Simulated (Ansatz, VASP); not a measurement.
## One calculation of CsBr, two programs

```
Cs Br
1.0
     4.29659    0.00000    0.00000
     0.00000    4.29659    0.00000
     0.00000    0.00000    4.29659
Cs Br
1 1
Cartesian
  0.0000 0.0000 0.0000
  2.1483 2.1483 2.1483
```

Change from the starting cell: volume scaled by 0.98.

Alike in both runs: task single point; functional PBE; k mesh 6 × 6 × 6; occupations fermi-dirac, width 0.05 eV; no spin polarisation.

|  | VASP | Ansatz |
| --- | --- | --- |
| version | VASP 6.6.1 | Ansatz 0.2.0 |
| potentials or method | VASP PAW PBE potentials, release 64 (Cs_sv, Br) | Ansatz PAW |
| plane-wave cutoff (eV) | 520 | 420 |
| valence electrons in the cell | 16 | 16 |

|  | VASP | Ansatz | Ansatz less VASP |
| --- | --- | --- | --- |
| gap on the k mesh at the Fermi level (eV) | 4.49 | 4.50 | +0.012 |
| least direct gap on the mesh (eV) | 4.49 | 4.50 | +0.010 |
| pressure (GPa) | 1.0 | 0.9 | -0.05 |

Caveats: spin-orbit coupling is left out, which moves the levels of the heavy elements.
